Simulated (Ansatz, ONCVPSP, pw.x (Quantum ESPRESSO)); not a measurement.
**chromium: does the ONCV potential hold in the solid?**

- Element: chromium (Cr)
- Generator: ONCVPSP 4.0.1.1 (patched build)
- Type: optimised norm-conserving Vanderbilt (ONCV)
- Functional: PBEsol
- Relativity: scalar-relativistic
- Frozen core: [Ar]
- Valence charge: 6
- Reference configuration: 3d5 4s0.5 4p0.5
- Partial waves: 4s: rc 2.75 bohr, ncon 4, nbas 7, qcut 2.7 1/bohr, 2 projectors, debl 3 Ha; 4p: rc 3.85 bohr, ncon 5, nbas 9, qcut 2.3 1/bohr, 2 projectors, debl 1.4 Ha; 3d: rc 2.20 bohr, ncon 4, nbas 9, qcut 7.3 1/bohr, 2 projectors, debl 1.4 Ha
- Local potential: polynomial inside 1.45 bohr (lpopt 5, dvloc0 -1 Ha)
- Core correction: none

Atomic tests: cutoffs needed: 20 Ha and 23 Ha (the cutoffs (Ha) at which the residual kinetic energy of the hardest occupied pseudo-wave falls to 1 and 0.1 mHa per electron); ghost test: no bound ghost flagged; GHOST(+) flagged for s at 36.1 eV, p at 50.8 eV; configuration tests: 1 of 4 tests not solved or not reliable.

Crystal test: fcc Cr in pw.x 7.5, no spin, 16³ k-points, Fermi–Dirac smearing 0.01 Ry, cutoffs 55/220 Ry. The reference is all-electron LAPW (Ansatz 0.2.0) with the same functional, mesh and smearing; V0 and B0 come from Birch–Murnaghan fits to the pressures at five volumes. Errors are pseudo minus all-electron; Δ is the rms difference of the E(V) curves that follow from these fits, minima aligned, over ±6 % about the mean V0. Mesh and smearing are coarse, so the numbers serve the comparison and aren't converged zero-temperature values; the lattice is a test structure that the element need not adopt. Spin polarisation and strong correlation are left out, which matters for this element.

All-electron: a0 = 3.582 Å (V0 = 11.49 Å³/atom), B0 = 256.5 GPa.

Task: How far does the potential miss the all-electron equation of state?

Result: mean pressure error (GPa): +4.52; a0 (Å): 3.605; a0 error (%): +0.65; B0 error (%): -10.8; Δ (meV/atom): 11.7. The largest radius (3.85 bohr) exceeds half the bond length (2.40 bohr), so the spheres overlap, which is one possible source of error among others. This is a poor potential for the solid. The generator flags a localised state at positive energy (s at 36 eV). Atomic configuration tests: 1 of 4 tests not solved or not reliable.

```tsv
V (Å³/atom)	P all-electron (GPa)	P pseudo (GPa)
10.944	13.84	17.72
11.232	6.14	10.45
11.520	-0.63	3.98
11.808	-6.59	-1.76
12.096	-11.83	-6.87
```

Task: At the middle volume, how do free energy and pressure move when the wave cutoff is lowered (ecutrho kept at four times it)?

Result:

| cutoff (Ry) | shift of F (meV/atom) | shift of P (GPa) |
| --- | --- | --- |
| 25 | +7078.7 | -314.69 |
| 33 | +1123.4 | -95.53 |
| 44 | +29.1 | -5.50 |

The run at the middle volume (145 k-points, 9 iterations) took about 18 s on one core of a shared host (Neoverse-N1, 64 threads, 124 GiB, load 53).
